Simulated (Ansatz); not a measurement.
# Sc: one input, then a changed one

The cell was built from the diamond type and relaxed in the same program, and has space group Fd-3m; it needn't be a known or the stable phase.

First run: DFT, PBE, all-electron PAW with datasets made for the crystal, scalar-relativistic (Ansatz 0.2.0).

Command: `ansatz run input.yaml --threads 1 --pin off --max-ram 2048MiB --backend cpu --events-out ev --progress --plain --runs-dir out` The run took 10 s on 1 thread of Arm Neoverse V2, with other jobs on the host, peak memory 0.35 GiB.

```yaml
crystal:
  lattice:
    - [0.0, 3.229723487, 3.229723487]
    - [3.229723487, 0.0, 3.229723487]
    - [3.229723487, 3.229723487, 0.0]
  atoms:
    - { symbol: Sc, position: [0.0, 0.0, 0.0] }
    - { symbol: Sc, position: [0.25, 0.25, 0.25] }
kpoints:
  mp_grid: { grid: [10, 10, 10] }
  band_path:
    path:
      - [0.0, 0.0, 0.0]
      - [0.5, 0.0, 0.5]
      - [0.625, 0.25, 0.625]
      - [0.375, 0.375, 0.75]
      - [0.0, 0.0, 0.0]
      - [0.5, 0.5, 0.5]
      - [0.5, 0.25, 0.75]
      - [0.5, 0.0, 0.5]
    npoints: 8
scf:
  occupations: { method: fermi_dirac, width: 0.03 }
hamiltonian:
  xc: pbe
  pseudopotentials: { kind: all_electron, datasets: crystal }
output:
  forces: true
  stress: true
  eigenvalues: true
  efg: { contact_densities: true }
```

Result: converged; pressure 0.00 GPa; no gap on the k mesh; 8 SCF iterations.

The input is then changed:

```diff
@@ -23,5 +23,5 @@
   occupations: { method: fermi_dirac, width: 0.03 }
 hamiltonian:
-  xc: pbe
+  xc: r2scan
   pseudopotentials: { kind: all_electron, datasets: crystal }
 output:
```

Predict the outcome of the changed run.

It converged; pressure -0.74 GPa; no gap on the k mesh; 10 SCF iterations.

The results part of its log:

```
SCF 1 converged in 10 iterations: F = -41597.316381 eV  dr2 = 3.11e-8
  Residual-converged pass: ⟨swp⟩=4.2  Hψ=1932  notcnv=0  max |occ|·‖R‖ = 5.2e-6 eV (tolerance 5.3e-6 eV)  dr2=3.10e-8  dr2_τ=2.24e-9  dr2_onsite=3.15e-8  max |Δocc| = 2.4e-9
  greatest PAW one-centre occupation: 0.994 electrons in one spin orbital (limit 2), on the Sc atom at site 1 (counted from 0), in its partial waves of l = 0
NSCF: frozen V_eff on 57 k-points
SCF converged after 10 iterations
Free energy (F): -41597.316381 eV
Harris-Foulkes:  -41597.316380 eV  (|F-HF|=3.73e-7)
Internal energy: -41597.303905 eV  (E = F + TS)
E sigma→0 (E₀):  -41597.310143 eV
Entropy (-TS):   -0.012476 eV (-6.238 meV/atom)
Past the cutoff: the bands carry plane waves up to 2.50 times it, of which those up to 1.5 times it add -0.001035 eV an atom, each by itself; the spheres take 0.000798 eV an atom off the energy for waves past 2.50 times it
Past the cutoffs: a stress includes 0.0088 GPa for waves and charges beyond them, in addition to the slope of what the spheres take
In the spheres:  the bands' charges fall short by 1.9e-6 e at most (sound up to 1e-3)
Fermi energy:    6.256535 eV
--- Per-component energies (eV) ---
  The terms above E_closure are by the made datasets' own strengths, without shells solved beside the bands.
--- Forces (eV/Å), atoms counted from 1 ---
  atom   1  Sc     0.00000000    -0.00000000    -0.00000000
  atom   2  Sc     0.00000000    -0.00000000    -0.00000000
  max |Σ_I F_I| component: 1.11e-16 eV/Å
--- Stress (GPa, compression-positive) ---
       -0.736461       0.000000       0.000000
       -0.000000      -0.736461       0.000000
       -0.000000       0.000000      -0.736461
  P = ⅓ Tr σ = -0.7365 GPa (-7.365 kbar)
--- PAW observables at the nuclei: V_zz in 10²¹ V/m², potentials from the cell's mean, atoms counted from 1 ---
  atom   1  Sc V_zz =    -0.000000   η = 0.0000   by run symmetry: forbidden
            electrostatic potential = -2364.218954 V   contact ρ = 48533.109827 e/Å³
  atom   2  Sc V_zz =    -0.000000   η = 0.0000   by run symmetry: forbidden
            electrostatic potential = -2364.218954 V   contact ρ = 48533.109827 e/Å³
--- Band table (eV; the first three rows and the last of 47) ---
  k-point 0: bands = ["-45.9564", "-45.7278", "-23.7443", "-23.7443", "-23.7443", "-23.3366", "-23.3366", "-23.3366", "1.7865", "6.1943", "6.1943", "6.5697", "6.5697", "6.5697", "7.9546", "7.9546", "7.9546", "9.8379", "9.8379"]
  k-point 1: bands = ["-45.9523", "-45.7320", "-23.7495", "-23.7495", "-23.7444", "-23.3376", "-23.3314", "-23.3314", "1.9181", "6.1283", "6.1283", "6.5679", "6.6850", "6.6850", "7.7753", "7.9415", "7.9415", "9.8313", "9.8313"]
  k-point 2: bands = ["-45.9406", "-45.7438", "-23.7625", "-23.7625", "-23.7451", "-23.3400", "-23.3183", "-23.3183", "2.3033", "6.0567", "6.0567", "6.5741", "6.8510", "6.8510", "7.2783", "7.9595", "7.9595", "9.8020", "9.8020"]
  k-point 46: bands = ["-45.8425", "-45.8425", "-23.8454", "-23.8454", "-23.5448", "-23.5448", "-23.2391", "-23.2391", "5.1518", "5.1518", "6.0788", "6.0788", "7.0427", "7.0427", "7.3530", "7.3530", "9.5666", "9.5666", "9.7711"]
```
